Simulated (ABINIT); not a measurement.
Crystal: Si2Mo.

```
CELL_PARAMETERS angstrom
-1.60000 1.60000 3.93050
1.60000 -1.60000 3.93050
1.60000 1.60000 -3.93050
ATOMIC_POSITIONS crystal
Mo 0.00000 0.00000 0.00000
Si 0.66700 0.66700 0.00000
Si 0.33300 0.33300 0.00000
```

Base run:

```yaml
Program: ABINIT 10.8.3 (patched build)
Functional: LDA
Potentials_or_basis: JTH PAW LDA v2.0
Cutoff: 354 eV
k_mesh: 9 × 9 × 9
Occupations: fermi-dirac, width 0.05 eV
Spin: no spin polarisation
```

Its results: band gap on the k mesh none (metal or under the smearing width); pressure -6.1 GPa; largest force 0.397 eV/Å.

Task: The run is repeated on the same cell with these changes: functional from LDA to PBEsol; potentials or basis from JTH PAW LDA v2.0 to PseudoDojo NC SR PBEsol v0.4.1 standard; cutoff from 354 eV to 980 eV. What comes out?

Result: Band gap on the k mesh none (metal or under the smearing width); pressure -2.9 GPa; largest force 0.350 eV/Å.
